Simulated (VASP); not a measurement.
# TlBr: single point with PBE

Crystal: TlBr.

```xyz
2
Lattice="3.9825 0.0000 0.0000 0.0000 3.9825 0.0000 0.0000 0.0000 3.9825" Properties=species:S:1:pos:R:3 pbc="T T T"
Tl    0.0000    0.0000    0.0000
Br    1.9913    1.9913    1.9913
```

| Property | Result |
| --- | --- |
| Program | VASP 6.6.1 |
| Task | single point |
| Functional | PBE |
| Potentials or basis | VASP PAW PBE potentials, release 64 (Tl_d, Br) |
| Cutoff | 520 eV |
| k mesh | 7 × 7 × 7 |
| Occupations | fermi-dirac, width 0.1 eV |
| Spin | no spin polarisation |
| Dipole correction | no |
| Further INCAR settings | ALGO = Normal; EDIFF = 1e-07; NBANDS = 17 |

* Pressure: 1.1 GPa
* Band gap on the k mesh: 2.30 eV, direct

Levels at points of the mesh, in eV from the valence-band top:
| k point | band 7 | band 8 | band 9 | band 10 | band 11 | band 12 | band 13 | band 14 |
| --- | --- | --- | --- | --- | --- | --- | --- | --- |
| (0.00, 0.00, 0.00) | -4.48 | -1.13 | -1.13 | -1.13 | 7.18 | 7.18 | 7.39 | 7.39 |

Run time: 18 s on 1 thread of Intel(R) Xeon(R) Platinum 8375C CPU @ 2.90GHz (Ice Lake), with other jobs on the host, peak memory 0.17 GiB.

Caveat: spin-orbit coupling is left out, which as a rule narrows the gap of such compounds by several tenths of an eV; an odd mesh through Γ misses points on the zone boundary, where band edges often lie.
